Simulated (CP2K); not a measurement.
**Ta under changes of volume**

One of the cells (18.010 Å³/atom); the others are scaled copies at fixed shape and fractional positions:

```xyz
1
Lattice="2.8601 0.0000 0.0000 -0.9534 2.6965 0.0000 -0.9534 -1.3483 2.3353" Properties=species:S:1:pos:R:3 pbc="T T T"
Ta    0.0000    0.0000    0.0000
```

| Property | Result |
| --- | --- |
| Program | CP2K 2026.2 |
| Functional | LDA |
| Potentials or basis | GTH_POTENTIALS Ta GTH-PADE-q13; TZVP-MOLOPT-PBE-GTH basis |
| Density cutoff | 6123 eV |
| k mesh | 11 × 11 × 11 |
| Occupations | fermi-dirac, width 0.05 eV |
| Spin | no spin polarisation |

| volume (Å³/atom) | energy over the lowest point (meV/atom) | pressure (GPa) |
| --- | --- | --- |
| 16.930 | 0.00 | -10.4 |
| 17.290 | 23.76 | -10.8 |
| 17.650 | 49.31 | -11.8 |
| 18.010 | 77.66 | -13.1 |
| 18.371 | ? | ? |
| 18.731 | 144.89 | -16.3 |
| 19.091 | 184.15 | -18.1 |

Q: What does the run at 18.371 Å³/atom give?

A: Energy over the lowest point 109.42 meV/atom; pressure -14.6 GPa.

Worked out: A Birch-Murnaghan fit of order 3 (a polynomial in V^(-2/3)) to the other rows has no minimum within the range. It gives 109.46 meV/atom at 18.371 Å³/atom, against the run's 109.42, and -dE/dV = -14.9 GPa, against -14.6.

Energies are extrapolated to zero smearing.

Caveats: the basis of atomic orbitals isn't converged, which shifts pressures, moduli and gaps.
